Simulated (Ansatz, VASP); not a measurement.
**GaSb3: VASP beside Ansatz**

```
Ga Sb
1.0
     0.00000    3.52614    3.71973
     3.52614    0.00000    3.71973
     3.52614    3.52614    0.00000
Ga Sb
1 3
Cartesian
  0.0000 0.0000 0.0000
  1.7631 1.7631 1.8599
  5.2892 5.2892 5.5796
  3.5261 3.5261 3.7197
```

Alike in both runs: task single point; functional LDA; k mesh 10 × 10 × 10; occupations gaussian, width 0.15 eV; no spin polarisation.

|  | VASP | Ansatz |
| --- | --- | --- |
| version | VASP 6.6.1 | Ansatz 0.2.0 |
| potentials or method | VASP PAW LDA potentials, release 64 (Ga_d, Sb) | scalar-relativistic, plane waves, PAW |
| plane-wave cutoff (eV) | 520 | 420 |
| valence electrons in the cell | 28 | 58 |

VASP gave:

| Quantity | Value |
| --- | --- |
| gap on the k mesh at the Fermi level (eV) | none |
| pressure (GPa) | 2.3 |
| largest component of the traceless stress (GPa) | 1.55 |

**Question.** Estimate Ansatz's values.

**Answer.** gap on the k mesh at the Fermi level (eV): none; pressure (GPa): 2.1; largest component of the traceless stress (GPa): 1.51.

A gap of «none» marks a metal or a gap that the smearing closes. The two sets of potentials don't hold the same shells in valence. Ansatz warned: «pseudo_functional_mismatch».

The runs have no spin-orbit coupling, so splittings on Sb are missing.
